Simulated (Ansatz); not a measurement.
Consider the formal exchange of groups at the Si–C bond: `C[SiH]1CN1` + `BNC(C)=O` → `BN[SiH]1CN1` + acetone.

Program: Ansatz. Geometries: PBE0-D4/def2-TZVP. ΔE: electronic, gas phase. CBS: MP2 limit from def2 TZ/QZ plus the TZ coupled-cluster correction, frozen cores. DFT in def2-TZVPP. One conformer a species, not always the lowest.

(1) Is it downhill or uphill in electronic energy at CCSD(T)/CBS, and by how much? (An estimate is asked.)

(2) What do these levels give: r2SCAN-D4, r2SCAN, HF/def2-TZVPP, MP2/def2-TZVPP, MP2/CBS(def2), CCSD/CBS(def2)? (Estimate.)

Largest T1 diagnostic among the species: 0.015.

## Answers

(1) Computed: Downhill: ΔE = -0.40 eV.

(2) The calculation gave: r2SCAN-D4 -0.30, r2SCAN -0.30, HF/def2-TZVPP -0.43, MP2/def2-TZVPP -0.38, MP2/CBS(def2) -0.40, CCSD/CBS(def2) -0.42 eV.

In def2-TZVPP, CCSD(T) changes the Hartree–Fock value by +0.05 eV (the triples alone add +0.02 eV) and MP2 by +0.05 eV.
